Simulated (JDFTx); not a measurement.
# Co (P6_3/mmc) in JDFTx: equation of state

Aim: energy against volume of Co in PBEsol, for its equilibrium volume and stiffness.

Program: JDFTx 1.7.0 (patched build). These are calculated values, not measurements. Logs are shortened: lines on timing, memory, paths and dates and some standing lists are left out, and cuts for length are marked. The log counts tension as positive stress, the text compression.

## Step 1: The structure

Symmetry: P6_3/mmc, No. 194, hexagonal system. Conventional cell: a = 2.472 Å, b = 2.472 Å, c = 4.021 Å, α = 90.00°, β = 90.00°, γ = 120.00°. Co (site symmetry -6m2) is surrounded by 12 Co at 2.47 Å.

## Step 2: Equation of state, PBEsol, collinear spin, ferromagnetic start, 10.00 Å³/atom (volume scaled by 0.94)

Input file Co.in:

```
lattice \
    4.5760412883    -2.2880206442     0.0000000000 \
    0.0000000000     3.9629680045     0.0000000000 \
    0.0000000000     0.0000000000     7.4437386961
coords-type Lattice
ion Co     0.6666666667     0.3333333333     0.7500000000 1
ion Co     0.3333333333     0.6666666667     0.2500000000 1

ion-species pseudo/Co.upf
elec-cutoff 48 384
elec-ex-corr gga-PBEsol
kpoint-folding 12 12 7
elec-smearing Fermi 0.0018374661
elec-n-bands 26
spintype z-spin
initial-magnetic-moments Co 2 2
elec-initial-magnetization 4 no
electronic-SCF nIterations 100 energyDiffThreshold 1e-09
electronic-minimize nIterations 30 energyDiffThreshold 1e-7
forces-output-coords Cartesian

dump-name run.$VAR
dump End Ecomponents EigStats BandEigs Kpoints Forces Stress
```

Potentials or basis: PseudoDojo-SR-PBEsol-0.4.1-standard with smoothed tails.

On the command line:

```console
$ jdftx -c 1 -i Co.in -o Co.out
```

Output:

```text
*************** JDFTx 1.7.0 (patched build) ***************

Input parsed successfully to the following command list (including defaults):
[... the input with its defaults ...]

---------- Setting up symmetries ----------

Found 24 point-group symmetries of the bravais lattice
Found 24 space-group symmetries with basis
Applied RMS atom displacement 2.64198e-10 bohrs to make symmetries exact.

---------- Initializing the Grid ----------
R =
[      4.57604     -2.28802            0  ]
[            0      3.96297            0  ]
[            0            0      7.44374  ]
unit cell volume = 134.99
G =
[    1.37306   0.792737         -0  ]
[          0    1.58547          0  ]
[          0         -0    0.84409  ]
Minimum fftbox size, Smin = [  44  44  68  ]
Chosen fftbox size, S = [  48  48  70  ]

---------- Initializing tighter grid for wavefunction operations ----------
R =
[      4.57604     -2.28802            0  ]
[            0      3.96297            0  ]
[            0            0      7.44374  ]
unit cell volume = 134.99
G =
[    1.37306   0.792737         -0  ]
[          0    1.58547          0  ]
[          0         -0    0.84409  ]
Minimum fftbox size, Smin = [  32  32  48  ]
Chosen fftbox size, S = [  32  32  48  ]

---------- Exchange Correlation functional ----------
Initalized PBEsol GGA exchange.
Initalized PBEsol GGA correlation.

---------- Setting up pseudopotentials ----------
Width of ionic core gaussian charges (only for fluid interactions / plotting) set to 0

Reading pseudopotential file 'pseudo/Co.upf':
  'Co' pseudopotential, 'PBESOL' functional
  Generated using ONCVPSP code by D. R. Hamann
  17 valence electrons, 4 orbitals, 6 projectors, 1001 radial grid points, with lMax = 2
    3S    l: 0   occupation:  2.0   eigenvalue: -3.753490
    3P    l: 1   occupation:  6.0   eigenvalue: -2.407467
    3D    l: 2   occupation:  7.0   eigenvalue: -0.302441
    4S    l: 0   occupation:  2.0   eigenvalue: -0.201732
  Core radius for overlap checks: 1.60 bohrs.

Initialized 1 species with 2 total atoms.

Folded 1 k-points by 12x12x7 to 1008 k-points.

---------- Setting up k-points, bands, fillings ----------
Reduced to 76 k-points under symmetry.
Computing the number of bands and number of electrons
Calculating initial fillings.
nElectrons:  34.000000   nBands: 26   nStates: 152

----- Setting up reduced wavefunction bases (one per k-point) -----
average nbasis = 2143.983 , ideal nbasis = 2144.161

---------- Setting up ewald sum ----------
Optimum gaussian width for ewald sums = 1.823219 bohr.
Real space sum over 1521 unit cells with max indices [  6  6  4  ]
Reciprocal space sum over 2057 terms with max indices [  5  5  8  ]

---------- Allocating electronic variables ----------
Initializing wave functions:  linear combination of atomic orbitals
Note: number of bands (26) exceeds available atomic orbitals (20)
Co (M=2) pseudo-atom majority spin occupations:   s ( 1 0.5 )  p ( 3 )  d ( 5 )
Co (M=2) pseudo-atom minority spin occupations:   s ( 1 0 )  p ( 3 )  d ( 3.5 )
	FillingsUpdate:  mu: +1.368622599  nElectrons: 34.000000  magneticMoment: [ Abs: 2.02506  Tot: +2.00000 ]
LCAOMinimize: Iter:   0  F: -282.7368620221519677  |grad|_K:  5.922e-03  alpha:  1.000e+00
	FillingsUpdate:  mu: +0.885620997  nElectrons: 34.000000  magneticMoment: [ Abs: 3.08245  Tot: +2.95945 ]
LCAOMinimize: Iter:   1  F: -284.7402300138801934  |grad|_K:  1.824e-03  alpha:  3.894e-01  linmin: -3.185e-01  cgtest:  5.278e-01
LCAOMinimize: Encountered beta<0, resetting CG.
[... 10 lines of inner loops ...]
LCAOMinimize: Iter:   6  F: -284.8068902319264453  |grad|_K:  2.726e-07  alpha:  1.139e+00  linmin:  2.325e-04  cgtest:  2.180e-02
	FillingsUpdate:  mu: +0.786402316  nElectrons: 34.000000  magneticMoment: [ Abs: 3.24750  Tot: +3.05394 ]
LCAOMinimize: Iter:   7  F: -284.8068902348896358  |grad|_K:  7.695e-08  alpha:  7.766e-01  linmin:  3.377e-04  cgtest: -6.335e-04
LCAOMinimize: Converged (|Delta F|<1.000000e-06 for 2 iters).

-------- Electronic minimization -----------
Will mix electronic density at each iteration.
	FillingsUpdate:  mu: +0.786402316  nElectrons: 34.000000  magneticMoment: [ Abs: 3.24750  Tot: +3.05394 ]
	FillingsUpdate:  mu: +0.783711818  nElectrons: 34.000000  magneticMoment: [ Abs: 3.24750  Tot: +3.05394 ]
SCF: Cycle:  0   F: -284.832700462212472   dF: -2.581e-02   |Residual|: 1.046e-01   |deigs|: 8.263e-02
	FillingsUpdate:  mu: +0.763763889  nElectrons: 34.000000  magneticMoment: [ Abs: 3.27589  Tot: +3.02874 ]
SCF: Cycle:  1   F: -284.839966843498587   dF: -7.266e-03   |Residual|: 3.439e-02   |deigs|: 2.163e-02
	FillingsUpdate:  mu: +0.769513462  nElectrons: 34.000000  magneticMoment: [ Abs: 3.28671  Tot: +3.03042 ]
SCF: Cycle:  2   F: -284.841042522880855   dF: -1.076e-03   |Residual|: 7.253e-03   |deigs|: 5.934e-03
	FillingsUpdate:  mu: +0.769734770  nElectrons: 34.000000  magneticMoment: [ Abs: 3.31058  Tot: +3.03595 ]
SCF: Cycle:  3   F: -284.841045906036527   dF: -3.383e-06   |Residual|: 2.352e-03   |deigs|: 1.968e-04
	FillingsUpdate:  mu: +0.769643153  nElectrons: 34.000000  magneticMoment: [ Abs: 3.30911  Tot: +3.03928 ]
SCF: Cycle:  4   F: -284.841046943675110   dF: -1.038e-06   |Residual|: 5.402e-04   |deigs|: 1.433e-04
	FillingsUpdate:  mu: +0.769634373  nElectrons: 34.000000  magneticMoment: [ Abs: 3.30750  Tot: +3.03946 ]
SCF: Cycle:  5   F: -284.841047004505583   dF: -6.083e-08   |Residual|: 1.891e-04   |deigs|: 3.126e-05
	FillingsUpdate:  mu: +0.769640242  nElectrons: 34.000000  magneticMoment: [ Abs: 3.30750  Tot: +3.03909 ]
SCF: Cycle:  6   F: -284.841047019237521   dF: -1.473e-08   |Residual|: 7.693e-05   |deigs|: 1.359e-04
	FillingsUpdate:  mu: +0.769638608  nElectrons: 34.000000  magneticMoment: [ Abs: 3.30764  Tot: +3.03890 ]
SCF: Cycle:  7   F: -284.841047022799273   dF: -3.562e-09   |Residual|: 2.163e-05   |deigs|: 1.381e-04
	FillingsUpdate:  mu: +0.769636934  nElectrons: 34.000000  magneticMoment: [ Abs: 3.30767  Tot: +3.03893 ]
SCF: Cycle:  8   F: -284.841047023749240   dF: -9.500e-10   |Residual|: 1.055e-05   |deigs|: 3.736e-05
	FillingsUpdate:  mu: +0.769637180  nElectrons: 34.000000  magneticMoment: [ Abs: 3.30771  Tot: +3.03896 ]
SCF: Cycle:  9   F: -284.841047023998954   dF: -2.497e-10   |Residual|: 2.609e-06   |deigs|: 4.119e-05
SCF: Converged (|Delta E|<1.000000e-09 for 2 iters).

Setting wave functions to eigenvectors of Hamiltonian

# Stress tensor in Cartesian coordinates [Eh/a0^3]:
[ -0.000340132            0            0  ]
[            0 -0.000340132            0  ]
[            0            0 -0.000239889  ]

# Ionic positions in lattice coordinates:
ion Co   0.666666666666667   0.333333333333333   0.750000000000000 1
ion Co   0.333333333333333   0.666666666666667   0.250000000000000 1

# Forces in Cartesian coordinates:
force Co  -0.000000000000000   0.000000000000000  -0.000000000000000 1
force Co  -0.000000000000000  -0.000000000000000  -0.000000000000000 1

# Energy components:
   Eewald =     -205.0035404251091791
       EH =       71.7866942675930773
     Eloc =     -214.3194630221881312
      Enl =      -37.7934137235133107
      Exc =      -55.6877348345258483
 Exc_core =       20.8159861073490404
       KE =      135.3609517487625169
-------------------------------------
     Etot =     -284.8405198816318489
       TS =        0.0005271423671088
-------------------------------------
        F =     -284.8410470239989536

IonicMinimize: Iter:   0  F: -284.841047023998954  |grad|_K:  7.159e-37
IonicMinimize: Converged (|grad|_K<1.000000e-04).

#--- Lowdin population analysis ---
# oxidation-state Co +0.212 +0.212
# magnetic-moments Co +1.575 +1.575

Dumping 'run.eigStats' ...
	eMin: -2.746043 at state 0 ( [ +0.000000 +0.000000 +0.000000 ] spin 1 )
	HOMO: +0.769206 at state 88 ( [ +0.000000 +0.250000 +0.000000 ] spin -1 )
	mu  : +0.769637
	LUMO: +0.769796 at state 109 ( [ +0.083333 +0.166667 +0.142857 ] spin -1 )
	eMax: +1.785268 at state 79 ( [ +0.000000 +0.000000 +0.428571 ] spin -1 )
	HOMO-LUMO gap: +0.000591
	Optical gap  : +0.009539 at state 139 ( [ +0.166667 +0.416667 +0.428571 ] spin -1 )
Done!
```

Run time: 1.9 min. Hardware: 1 thread of Intel Xeon 6975P-C (Granite Rapids), shared host; peak memory 0.37 GiB.

What came out:

```yaml
Free_energy: -7750.9197 eV
Pressure: 9.0 GPa
Band_gap_on_the_k_mesh: none (metal or under the smearing width)
Net_moment: 3.04 μB per cell
Absolute_moment: 3.31 μB per cell
Site_moments: Co +1.57 μB
```

## Step 3: Equation of state, PBEsol, collinear spin, ferromagnetic start, 10.21 Å³/atom (volume scaled by 0.96)

Co.in: that of step 2 with these lines changed.

```diff
@@ -1,5 +1,5 @@
 lattice \
-    4.5760412883    -2.2880206442     0.0000000000 \
-    0.0000000000     3.9629680045     0.0000000000 \
-    0.0000000000     0.0000000000     7.4437386961
+    4.6082679929    -2.3041339965     0.0000000000 \
+    0.0000000000     3.9908771493     0.0000000000 \
+    0.0000000000     0.0000000000     7.4961611184
 coords-type Lattice
```

Potentials or basis: PseudoDojo-SR-PBEsol-0.4.1-standard with smoothed tails.

On the command line:

```console
$ jdftx -c 1 -i Co.in -o Co.out
```

It took 1.9 min on 1 thread of Intel Xeon 6975P-C (Granite Rapids), shared host; peak memory 0.38 GiB.

The run converged. Its results:

| Quantity | Value |
| --- | --- |
| Free energy | -7750.9365 eV |
| Pressure | 3.5 GPa |
| Band gap on the k mesh | none (metal or under the smearing width) |
| Net moment | 3.10 μB per cell |
| Absolute moment | 3.37 μB per cell |
| Site moments | Co +1.61 μB |

## Step 4: Equation of state, PBEsol, collinear spin, ferromagnetic start, 10.43 Å³/atom (volume scaled by 0.98)

Co.in: that of step 3 with these lines changed.

```diff
@@ -1,5 +1,5 @@
 lattice \
-    4.6082679929    -2.3041339965     0.0000000000 \
-    0.0000000000     3.9908771493     0.0000000000 \
-    0.0000000000     0.0000000000     7.4961611184
+    4.6400501558    -2.3200250780     0.0000000000 \
+    0.0000000000     4.0184013098     0.0000000000 \
+    0.0000000000     0.0000000000     7.5478604150
 coords-type Lattice
```

On the command line:

```console
$ jdftx -c 1 -i Co.in -o Co.out
```

Wall time 2 min (1 thread of Intel Xeon 6975P-C (Granite Rapids), shared host); peak memory 0.39 GiB.

It converged, with:

```yaml
Free_energy: -7750.9394 eV
Pressure: -1.4 GPa
Band_gap_on_the_k_mesh: none (metal or under the smearing width)
Net_moment: 3.16 μB per cell
Absolute_moment: 3.44 μB per cell
Site_moments: Co +1.64 μB
```

## Step 5: Equation of state, PBEsol, collinear spin, ferromagnetic start, 10.64 Å³/atom

Co.in: that of step 4 with these lines changed.

```diff
@@ -1,5 +1,5 @@
 lattice \
-    4.6400501558    -2.3200250780     0.0000000000 \
-    0.0000000000     4.0184013098     0.0000000000 \
-    0.0000000000     0.0000000000     7.5478604150
+    4.6714027971    -2.3357013986     0.0000000000 \
+    0.0000000000     4.0455534936     0.0000000000 \
+    0.0000000000     0.0000000000     7.5988610189
 coords-type Lattice
```

On the command line:

```console
$ jdftx -c 1 -i Co.in -o Co.out
```

Run time: 2.2 min. Hardware: 1 thread of Intel Xeon 6975P-C (Granite Rapids), shared host; peak memory 0.41 GiB.

The run converged. Its results:

```yaml
Free_energy: -7750.9300 eV
Pressure: -5.8 GPa
Band_gap_on_the_k_mesh: none (metal or under the smearing width)
Net_moment: 3.21 μB per cell
Absolute_moment: 3.50 μB per cell
Site_moments: Co +1.67 μB
```

## Step 6: Equation of state, PBEsol, collinear spin, ferromagnetic start, 10.85 Å³/atom (volume scaled by 1.02)

Co.in: that of step 5 with these lines changed.

```diff
@@ -1,5 +1,5 @@
 lattice \
-    4.6714027971    -2.3357013986     0.0000000000 \
-    0.0000000000     4.0455534936     0.0000000000 \
-    0.0000000000     0.0000000000     7.5988610189
+    4.7023401411    -2.3511700706     0.0000000000 \
+    0.0000000000     4.0723460194     0.0000000000 \
+    0.0000000000     0.0000000000     7.6491860683
 coords-type Lattice
```

Potentials or basis: PseudoDojo-SR-PBEsol-0.4.1-standard with smoothed tails.

On the command line:

```console
$ jdftx -c 1 -i Co.in -o Co.out
```

It took 2.1 min on 1 thread of Intel Xeon 6975P-C (Granite Rapids), shared host; peak memory 0.42 GiB.

Results (log left out):

| Quantity | Value |
| --- | --- |
| Free energy | -7750.9095 eV |
| Pressure | -9.7 GPa |
| Band gap on the k mesh | none (metal or under the smearing width) |
| Net moment | 3.25 μB per cell |
| Absolute moment | 3.56 μB per cell |
| Site moments | Co +1.69 μB |

## Step 7: Equation of state, PBEsol, collinear spin, ferromagnetic start, 11.07 Å³/atom (volume scaled by 1.04)

Co.in: that of step 6 with these lines changed.

```diff
@@ -1,5 +1,5 @@
 lattice \
-    4.7023401411    -2.3511700706     0.0000000000 \
-    0.0000000000     4.0723460194     0.0000000000 \
-    0.0000000000     0.0000000000     7.6491860683
+    4.7328756730    -2.3664378365     0.0000000000 \
+    0.0000000000     4.0987905656     0.0000000000 \
+    0.0000000000     0.0000000000     7.6988574996
 coords-type Lattice
```

On the command line:

```console
$ jdftx -c 1 -i Co.in -o Co.out
```

Run time: 2.4 min. Hardware: 1 thread of Intel Xeon 6975P-C (Granite Rapids), shared host; peak memory 0.42 GiB.

The run converged. Its results:

* Free energy: -7750.8791 eV
* Pressure: -13.3 GPa
* Band gap on the k mesh: none (metal or under the smearing width)
* Net moment: 3.29 μB per cell
* Absolute moment: 3.60 μB per cell
* Site moments: Co +1.71 μB

## Step 8: Equation of state, PBEsol, collinear spin, ferromagnetic start, 11.28 Å³/atom (volume scaled by 1.06)

Co.in: that of step 7 with these lines changed.

```diff
@@ -1,5 +1,5 @@
 lattice \
-    4.7328756730    -2.3664378365     0.0000000000 \
-    0.0000000000     4.0987905656     0.0000000000 \
-    0.0000000000     0.0000000000     7.6988574996
+    4.7630221906    -2.3815110954     0.0000000000 \
+    0.0000000000     4.1248982158     0.0000000000 \
+    0.0000000000     0.0000000000     7.7478961307
 coords-type Lattice
```

On the command line:

```console
$ jdftx -c 1 -i Co.in -o Co.out
```

Run time: 2.4 min. Hardware: 1 thread of Intel Xeon 6975P-C (Granite Rapids), shared host; peak memory 0.43 GiB.

Results (log left out):

```yaml
Free_energy: -7750.8397 eV
Pressure: -16.5 GPa
Band_gap_on_the_k_mesh: none (metal or under the smearing width)
Net_moment: 3.32 μB per cell
Absolute_moment: 3.64 μB per cell
Site_moments: Co +1.73 μB
```

## Step 9: Equation of state, PBEsol, collinear spin, ferromagnetic start

Potentials or basis: PseudoDojo-SR-PBEsol-0.4.1-standard with smoothed tails.

No new run: the results of the series are fitted here.

What came out:

```
Equilibrium volume                        : 10.37 Å³/atom
Bulk modulus at fixed shape and positions : 233 GPa
Pressure derivative of the bulk modulus   : 4.2
```

Energy against volume, from the lowest point:
```csv
volume (Å³/atom),energy (meV/atom)
10.002,9.82
10.215,1.47
10.427,0.00
10.640,4.70
10.853,14.93
11.066,30.15
11.279,49.85
```

Caveat: the cell was scaled at fixed shape and fractional positions, which overstates the stiffness of a crystal with free parameters, most of all of layers and chains.
